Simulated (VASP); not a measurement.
# C3H4 in VASP: further runs, part 2 of 2

VASP 6.6.1. The steps go on from the part before.

**3. Vibrations by finite differences, LDA**

Contents of INCAR:

```
PREC = Accurate
ENCUT = 400
EDIFF = 1E-7
ISMEAR = 0
SIGMA = 0.01
LREAL = F
LASPH = T
NELM = 60
ALGO = Normal
ISIF = 2
LWAVE = F
LCHARG = F
GGA = CA
IBRION = 5
NFREE = 2
POTIM = 0.015
NSW = 1
ISYM = 0
```

Contents of KPOINTS:

```
regular mesh
0
Gamma
  1 1 1
```

Contents of POSCAR:

```
H4C3                                    
1.0
   14.1932882215      0.0000000000      0.0000000000
    0.0000000000     14.6932882215      0.0000000000
    0.0000000000      0.0000000000     15.1932882215
  C               H             
     3     4
Selective dynamics
Direct
0.4283722568000030  0.5003021098000033  0.5888092642999965  T T T
0.4794604134079047  0.5024859609719130  0.5254889085065950  T T T
0.5403426796074779  0.5051347791361367  0.4499999387901363  T T T
0.3828595971092655  0.4983778609938347  0.6452260110886593  T T T
0.5409699568776187  0.5734032246755717  0.4196994315203605  T T T
0.5173720013406405  0.4562358438699838  0.3992045051262347  T T T
0.6135602871073036  0.4880166969637078  0.4679420360977045  T T T
```

Potentials or basis: VASP PAW LDA potentials, release 64 (C, H).

Run with:

```bash
> cat potpaw_LDA.64/C/POTCAR potpaw_LDA.64/H/POTCAR > POTCAR
> mpirun -np 1 vasp_gam > vasp.out
```

OUTCAR:

```text
PREC = Accurate
   ENCUT = 400
   EDIFF = 1E-7
   ISMEAR = 0
   LREAL = F
   LASPH = T
   NELM = 60
   ISIF = 2
   GGA = CA
   IBRION = 5
   NFREE = 2
   POTIM = 0.015
   NSW = 1
   ISYM = 0

 ion  position               nearest neighbor table
   1  0.428  0.500  0.589-   4 1.07   2 1.21
   2  0.479  0.502  0.525-   1 1.21   3 1.44
   3  0.540  0.505  0.450-   7 1.10   6 1.10   5 1.10   2 1.44
   4  0.383  0.498  0.645-   1 1.07
   5  0.541  0.573  0.420-   3 1.10
   6  0.517  0.456  0.399-   3 1.10
   7  0.614  0.488  0.468-   3 1.10

IMPORTANT INFORMATION: All symmetrisations will be switched off!
NOSYMM: (Re-)initialisation of all symmetry stuff for point group C_1.

----------------------------------------------------------------------------------------

                                     Primitive cell

  volume of cell :    3168.5006

  direct lattice vectors                    reciprocal lattice vectors
    14.193288221  0.000000000  0.000000000     0.070455837  0.000000000  0.000000000
     0.000000000 14.693288221  0.000000000     0.000000000  0.068058285  0.000000000
     0.000000000  0.000000000 15.193288221     0.000000000  0.000000000  0.065818537

  length of vectors
    14.193288221 14.693288221 15.193288221     0.070455837  0.068058285  0.065818537

  position of ions in fractional coordinates (direct lattice)
[... 241 lines left out ...]
 number of electron      16.0000004 magnetization

------------------------ aborting loop because EDIFF is reached ----------------------------------------
[... 77 lines left out ...]
--------------------------------------- Ionic step       43  -------------------------------------------

 number of electron      16.0000003 magnetization

 Free energy of the ion-electron system (eV)
  ---------------------------------------------------
  ext. energy  EPLUGINS =         0.00000000
  ---------------------------------------------------
  free energy    TOTEN  =       -41.90248068 eV

  energy without entropy =      -41.90248068  energy(sigma->0) =      -41.90248068

 E-fermi :  -6.5028     XC(G=0):  -0.3664

 val. band max:       -6.5495422607   @ k =   0.0000   0.0000   0.0000
 cond. band min:      -0.4504961462   @ k =   0.0000   0.0000   0.0000
 fundamental gap:      6.0990461145
 Fermi energy:        -6.5028436703

 k-point     1 :       0.0000    0.0000    0.0000
  band No.  band energies     occupation
      1     -19.2357      2.00000
      2     -17.1343      2.00000
      3     -12.7945      2.00000
      4     -11.2122      2.00000
      5     -10.5635      2.00000
      6     -10.5474      2.00000
      7      -6.5522      2.00000
      8      -6.5495      2.00000
      9      -0.4505      0.00000
     10      -0.0994      0.00000
     11      -0.0922      0.00000
     12       0.2062      0.00000
[... 32 lines left out ...]
  FREE ENERGIE OF THE ION-ELECTRON SYSTEM (eV)
  ---------------------------------------------------
  free  energy   TOTEN  =       -41.9024806836 eV

  energy  without entropy=      -41.9024806836  energy(sigma->0) =      -41.90248068

 SECOND DERIVATIVES (NOT SYMMETRIZED)
 ------------------------------------
               1X          1Y          1Z          2X          2Y          2Z          3X          3Y          3Z          4X          4Y          4Z          5X          5Y          5Z          6X          6Y          6Z          7X          7Y          7Z
  1X   -53.757629   -2.194704   65.938376   38.827198    1.585310  -47.458649    0.019431    0.029302   -0.900254   14.958168    0.577740  -17.517104    0.014472   -0.167988   -0.045149    0.118234    0.150255   -0.016944   -0.179874    0.020084   -0.000277
  1Y    -2.191821   -4.193566    2.907622    1.581715    3.146430   -2.095730    0.030420   -0.656715   -0.041758    0.577515    1.794858   -0.767007   -0.102391   -0.000984    0.099640    0.104116   -0.021967   -0.053170    0.000447   -0.068056   -0.049597
  1Z    65.983507    2.912318  -91.595043  -47.490660   -2.101684   66.053238   -0.901142   -0.040004    0.536870  -17.529983   -0.767741   25.010982   -0.074093    0.184658   -0.061499   -0.094988   -0.117010   -0.143695    0.107359   -0.070537    0.199147
  2X    38.829614    1.583537  -47.461324  -54.736026   -2.050797   61.214562   14.291073    0.378364  -11.152388   -0.270736   -0.007125    0.221723    0.330424    0.407646   -0.321387   -0.490474   -0.451303    0.233427    2.046125    0.139677   -2.734612
  2Y     1.584293    3.144932   -2.098582   -2.049558   -8.707147    2.716613    0.376725    5.906070   -0.499930   -0.007148   -0.105638    0.009756    1.865438   -0.251917   -2.226824   -1.475081   -0.147740    1.437353   -0.294669    0.161440    0.661613
  2Z   -47.494283   -2.099094   66.058920   61.256810    2.720621  -89.878272  -11.160471   -0.502031   20.700473    0.220018    0.009533   -0.395244   -0.973132   -0.321769    1.642619   -1.518127   -0.000894    2.359366   -0.330814    0.193633   -0.487861
  3X     0.021100    0.030780   -0.903246   14.289199    0.377493  -11.150032  -48.769976    0.002599    0.891423   -0.347346    0.006393   -0.186438    3.597992   -0.158368    0.036685    5.966692    5.054300    5.280882   25.242339   -5.313197    6.030725
  3Y     0.029712   -0.655500   -0.040062    0.378051    5.910034   -0.500974   -0.016991  -48.019419    0.047929    0.005955   -0.486361   -0.007855   -0.049643   24.204937   -9.173662    4.983600   14.175711   11.169565   -5.330684    4.870597   -1.494942
  3Z    -0.902389   -0.041557    0.541530  -11.159118   -0.501170   20.697226    0.908585    0.026440  -49.220717   -0.186188   -0.008359   -0.238387   -0.011576   -9.012112    7.614827    5.158679   11.066427   15.250953    6.192006   -1.529668    5.354567
  4X    14.960670    0.578540  -17.517469   -0.272135   -0.007087    0.220684   -0.347598    0.006059   -0.186181  -14.332511   -0.577960   17.479422    0.004346   -0.002551   -0.023953    0.031376    0.010590   -0.047409   -0.044147   -0.007592    0.074906
  4Y     0.577312    1.795418   -0.766260   -0.006813   -0.104521    0.009219    0.006464   -0.487773   -0.008547   -0.577144   -1.198330    0.765807   -0.068268    0.006878    0.079549    0.056724    0.000629   -0.053488    0.011724   -0.012301   -0.026279
  4Z   -17.531695   -0.768511   25.011210    0.222169    0.009660   -0.400961   -0.186501   -0.008054   -0.242043   17.492714    0.767509  -24.354344    0.005330   -0.006040   -0.020255    0.031210    0.010699   -0.040843   -0.033228   -0.005263    0.047236
  5X     0.015402   -0.102491   -0.075827    0.327500    1.864924   -0.970959    3.596820   -0.050259   -0.011632    0.003650   -0.068797    0.005759   -3.999378   -0.014276    0.384523    0.116166    0.810743   -0.375489   -0.060160   -2.439844    1.043625
  5Y    -0.168121   -0.004391    0.185457    0.408606   -0.254193   -0.322558   -0.158780   24.199792   -9.031680   -0.003161    0.003820   -0.005856   -0.015541  -26.133212   10.066961   -0.085350    1.621817   -0.752780    0.022347    0.566367   -0.139544
  5Z    -0.046424    0.099729   -0.062891   -0.320230   -2.227001    1.636021    0.037077   -9.152949    7.610805   -0.023582    0.079621   -0.021215    0.385327   10.047839   -8.696704   -0.043233    1.787099   -0.848008    0.011065   -0.634338    0.381992
  6X     0.119231    0.103925   -0.096819   -0.492394   -1.475499   -1.517060    5.966492    4.977685    5.151236    0.031068    0.056239    0.031368    0.116778   -0.085375   -0.043604   -6.500025   -5.375369   -5.285101    0.758850    1.798394    1.759980
  6Y     0.149886   -0.021263   -0.117194   -0.452635   -0.145293   -0.000057    5.058949   14.175717   11.063890    0.010074    0.001497    0.011031    0.811146    1.626163    1.787364   -5.380564  -15.242542  -12.176320   -0.196856   -0.394280   -0.568714
  6Z    -0.019179   -0.052817   -0.143031    0.235165    1.438263    2.353188    5.287664   11.170918   15.248752   -0.047552   -0.052983   -0.039958   -0.375872   -0.753451   -0.846128   -5.291161  -12.178756  -17.102175    0.210935    0.428827    0.529352
  7X    -0.177189    0.001434    0.106048    2.045621   -0.294458   -0.328828   25.242425   -5.344131    6.207503   -0.043365    0.012231   -0.032770   -0.058964    0.024155    0.011113    0.759788   -0.196764    0.212057  -27.768316    5.797532   -6.175124
  7Y     0.020546   -0.068229   -0.069880    0.140707    0.162907    0.193406   -5.297699    4.869033   -1.529231   -0.007201   -0.012361   -0.004606   -2.438890    0.569030   -0.633810    1.799276   -0.395009    0.428502    5.783262   -5.125372    1.615617
  7Z    -0.001184   -0.049136    0.201125   -2.732697    0.661894   -0.491427    6.014956   -1.495115    5.354137    0.075420   -0.025807    0.049646    1.043671   -0.139278    0.385417    1.760481   -0.568530    0.531429   -6.160647    1.615973   -6.030326

 Eigenvectors and eigenvalues of the dynamical matrix
 ----------------------------------------------------

   1 f  =  101.278485 THz   636.351488 2PiTHz 3378.286618 cm-1   418.853970 meV
             X         Y         Z           dx          dy          dz
      6.080011  7.351083  8.945949    -0.221185   -0.009716    0.293533
      6.805120  7.383171  7.983904     0.064511    0.002856   -0.085603
      7.669239  7.422091  6.836979    -0.002464   -0.000119    0.003311
      5.434037  7.322810  9.803105     0.555762    0.024371   -0.737414
      7.678143  8.425179  6.376614    -0.000472   -0.003844    0.002320
      7.343210  6.703605  6.065229     0.000803    0.002726    0.003543
      8.708438  7.170570  7.109578    -0.004520    0.000958   -0.000481
[... 191 lines left out ...]
  21 f/i=    1.198481 THz     7.530275 2PiTHz   39.977007 cm-1     4.956515 meV
             X         Y         Z           dx          dy          dz
      6.080011  7.351083  8.945949     0.123165    0.111089    0.098407
      6.805120  7.383171  7.983904    -0.020522    0.011093   -0.013211
      7.669239  7.422091  6.836979    -0.193757   -0.118270   -0.147939
      5.434037  7.322810  9.803105     0.073522    0.058405    0.057907
      7.678143  8.425179  6.376614    -0.467129   -0.183875   -0.376832
      7.343210  6.703605  6.065229     0.205133   -0.419543    0.206056
      8.708438  7.170570  7.109578     0.051921    0.468129    0.009180
```

Wall time 26 min (1 thread of Intel Xeon Platinum 8488C (Sapphire Rapids), shared host); peak memory 1.2 GiB.

What came out:

* Highest phonon frequency at Γ, LO-TO splitting left out: 3378 cm⁻¹
* Most unstable mode: 40i cm⁻¹

Phonon frequencies in cm⁻¹ (negative: imaginary):
```
              q point                                                                            frequencies
(0.000, 0.000, 0.000)  -40 -12 -3 1 5 13 341 342 622 626 964 991 992 1333 1392 1392 2190 2953 3018 3020 3378
```

Caveat: some modes are imaginary; the standard files for N, O and F lose accuracy on very short bonds.
